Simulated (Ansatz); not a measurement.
A run of Ansatz 0.2.0 is set up as follows.

input.yaml

```yaml
crystal:
  lattice:
    - [2.9217699809, 0.0, 0.0]
    - [-1.4608849905, 2.5303270275, 0.0]
    - [0.0, 0.0, 5.916515]
  atoms:
    - { symbol: Ta, position: [0.0, 0.0, 0.5] }
    - { symbol: Ta, position: [0.0, 0.0, 0.0] }
    - { symbol: "N", position: [0.3333333333, 0.6666666667, 0.25] }
    - { symbol: "N", position: [0.6666666667, 0.3333333333, 0.75] }
hamiltonian:
  xc: lda
  pseudopotentials: { kind: paw }
kpoints:
  mp_grid: { grid: [7, 7, 4] }
scf:
  occupations: { method: fermi_dirac, width: 0.05 }
phonons:
  method: dfpt
```

Potentials or basis: Ansatz PAW.

Run with:

```sh
$ ansatz run input.yaml --threads 2 --pin off --max-ram 5632MiB --backend cpu --events-out ev --progress --plain --runs-dir out
```

Question: Estimate the highest phonon frequency at Γ.

Answer: 511 cm⁻¹.

Question: What does it give for the band gap on the k mesh?

Answer: None (metal or under the smearing width).

Phonon frequencies in cm⁻¹ (negative: imaginary):
```tsv
q point	frequencies
(0.000, 0.000, 0.000)	0 0 0 137 137 243 383 383 464 464 464 511
```

 The run has no spin-orbit coupling, so splittings on Ta are missing.
